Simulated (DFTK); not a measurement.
B:

```xyz
1
Lattice="1.8852 0.0000 0.0000 0.0000 1.8852 0.0000 0.0000 0.0000 1.8852" Properties=species:S:1:pos:R:3 pbc="T T T"
B     0.9426    0.9426    0.9426
```

The cell was built by a generator and needn't be a form met in nature.

| Item | Value |
| --- | --- |
| Program | DFTK 0.8.2 |
| Task | single point |
| Functional | PBE |
| Potentials or basis | dojo.nc.sr.pbe.v0_4_1.standard.upf (PBE) |
| Cutoff | 1034 eV |
| k mesh | 14 × 14 × 14 |
| Occupations | fermi-dirac, width 0.05 eV |
| Spin | no spin polarisation |

On this cell: pressure 0.3 GPa; band gap on the k mesh none (metal or under the smearing width).

The same run follows on a disturbed copy (cell strained at random at fixed volume):

```
B
1.0
     1.90498    0.00319   -0.01991
     0.00319    1.86406    0.00040
    -0.01991    0.00040    1.88712
B
1
Direct
  0.49998 0.51838 0.51378
```

Q: What does the disturbed cell give?

A: The energy (extrapolated to zero smearing) moves by -2.7 meV/atom; pressure 0.4 GPa; band gap on the k mesh none (metal or under the smearing width).

Stress tensor (GPa, compression positive):
```
-1.65  1.04 -3.90
 1.04  3.39  0.21
-3.90  0.21 -0.69
```

The energy falls, though the first cell shows no forces: that form is unstable against this distortion, unless noise or another electronic state is at work.
